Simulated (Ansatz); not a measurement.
Ligand exchange: C2H9GeN + CHF3 → CH7GeN + C2H3F3

Species: C2H9GeN `C[NH][GeH2][CH3]`, singlet; CHF3 (trifluoromethane) `FC(F)F`, singlet; CH7GeN `C[NH][GeH3]`, singlet; C2H3F3 (1,1,1-trifluoroethane) `CC(F)(F)F`, singlet. The partners trade CH3 for H: Ge–CH3 and C–H bonds give way to Ge–H and C–CH3.

Shapes, held fixed at every level: PBE0-D4/def2-TZVP. Flexible molecules stand in one conformer, not always the lowest. Programs: Ansatz 0.2.0. The zero-point and thermal change to 298 K, harmonic and unscaled (PBE0-D4/def2-TZVP), is -6.3 kJ/mol.

| level | kind | ΔH(298 K) (kJ/mol) | less CCSD(T)/def2-TZVPP |
| --- | --- | --- | --- |
| SPW92/def2-TZVPP | LDA | -15.9 | -14.8 |
| r2SCAN-D4/def2-TZVPP | meta-GGA | -9.3 | -8.2 |
| B3LYP-D4/def2-TZVPP | global hybrid | -4.7 | -3.6 |
| r2SCAN0-D4/def2-TZVPP | global hybrid | -8.6 | -7.5 |
| wB97X-V/def2-TZVPP | range-separated hybrid | -9.2 | -8.1 |
| CCSD(T)/def2-SVP | coupled cluster or CI | -19.0 | -17.9 |
| CCSD/def2-TZVPP | coupled cluster or CI | -2.0 | -0.9 |
| CCSD(T)/def2-TZVPP | coupled cluster or CI | -1.1 | 0.0 |

The highest level, CCSD(T)/def2-TZVPP, gives ΔH(298 K) = -1.1 kJ/mol; the levels span -19.0 to -1.1. That is about zero within the method's error. The column of differences is taken from that level and isn't an error. No measured value is set beside it here. Relativity is left out for Ge unless named. Correlated rows may include outer-core shells of Ge, which these sets cover unevenly.

The exchange is close to thermoneutral: although every level gives a negative enthalpy, the best value, -1.1 kJ/mol, is too small to establish a preferred direction. The number of bonds of each broad type is conserved, with methyl and hydrogen merely trading places. Methyl on electropositive germanium gains from a polar Ge–C bond, while methyl on the electron-poor CF3 carbon gains from donation towards the fluorinated centre; these two preferences probably almost cancel.

The vibrational and thermal term, -6.3 kJ/mol, outweighs the total at the highest level, so the electronic change alone is slightly uphill there. This fits the replacement of a stiff C–H oscillator by a softer Ge–H one, which lowers the zero-point energy.

Perturbative triples hardly matter, as CCSD already gives -2.0 kJ/mol, whereas the smaller basis shifts the coupled-cluster result to -19.0 kJ/mol. The balance therefore depends far more on the one-particle basis than on triples, and without a larger set the remaining gap to most of the functionals can't be assigned to the functionals themselves.
